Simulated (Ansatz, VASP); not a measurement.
## Two plane-wave programs on MgI2

The input INCAR:

```
PREC = Accurate ; ENCUT = 600
EDIFF = 1E-7 ; ISMEAR = 0
SIGMA = 0.05 ; LREAL = F
LASPH = T ; NELM = 80
ALGO = Normal ; ISIF = 3
LWAVE = F ; LCHARG = F
GGA = PE ; IBRION = 2
NSW = 50 ; EDIFFG = -0.01
```

The input KPOINTS:

```
regular mesh
0
Gamma
  10 10 4
```

The input POSCAR:

```
MgI2
1.0
    4.2061183356      0.0000000000      0.0000000000
   -2.1030591678      3.6426053299      0.0000000000
    0.0000000000      0.0000000000      7.8643666900
Mg I
1 2
Direct
    0.0000000000      0.0000000000      0.0000000000
    0.3333333333      0.6666666667      0.7871718000
    0.6666666667      0.3333333333      0.2128282000
```

Input for Ansatz:

```yaml
crystal:
  lattice:
    - [4.2061183356, 0.0, 0.0]
    - [-2.1030591678, 3.6426053299, 0.0]
    - [0.0, 0.0, 7.86436669]
  atoms:
    - { symbol: Mg, position: [0.0, 0.0, 0.0] }
    - { symbol: I, position: [0.3333333333, 0.6666666667, 0.7871718] }
    - { symbol: I, position: [0.6666666667, 0.3333333333, 0.2128282] }
basis:
  ecutwfc: 420
  ecutrho_ratio: 4
kpoints:
  mp_grid: { grid: [10, 10, 4] }
hamiltonian:
  xc: pbe
scf:
  occupations: { method: gaussian, width: 0.05 }
output:
  forces: true
  stress: true
  eigenvalues: true
relax:
  f_tol: 0.01
  max_steps: 30
  cell: { stress_tol: 0.04 }
```

Alike in both runs: task relaxation of cell and atoms; functional PBE; k mesh 10 × 10 × 4; occupations gaussian, width 0.05 eV; no spin polarisation.

|  | VASP | Ansatz |
| --- | --- | --- |
| version | VASP 6.6.1 | Ansatz 0.2.0 |
| potentials or method | VASP PAW PBE potentials, release 64 (Mg, I) | scalar-relativistic, plane waves, PAW |
| plane-wave cutoff (eV) | 600 | 420 |
| valence electrons in the cell | 16 | 44 |

Ansatz gave:

- gap on the k mesh at the Fermi level, each at its own relaxed structure (eV): 3.63
- relaxed volume (Å³/atom): 40.16
- relaxed cell length with the largest relative difference (Å): 4.206

Problem. Which values does VASP return?

Solution. gap on the k mesh at the Fermi level, each at its own relaxed structure (eV): 3.61; relaxed volume (Å³/atom): 40.09; relaxed cell length with the largest relative difference (Å): 4.203.

The two sets of potentials don't hold the same shells in valence.

Caveats: spin-orbit coupling is left out, which moves the levels of the heavy elements; this functional lacks dispersion, which binds the layers, so the pressure and a relaxed spacing across them are unreliable. Expect the measured gap to be larger: semilocal functionals such as PBE lack the derivative discontinuity. A k mesh can miss the band edges.
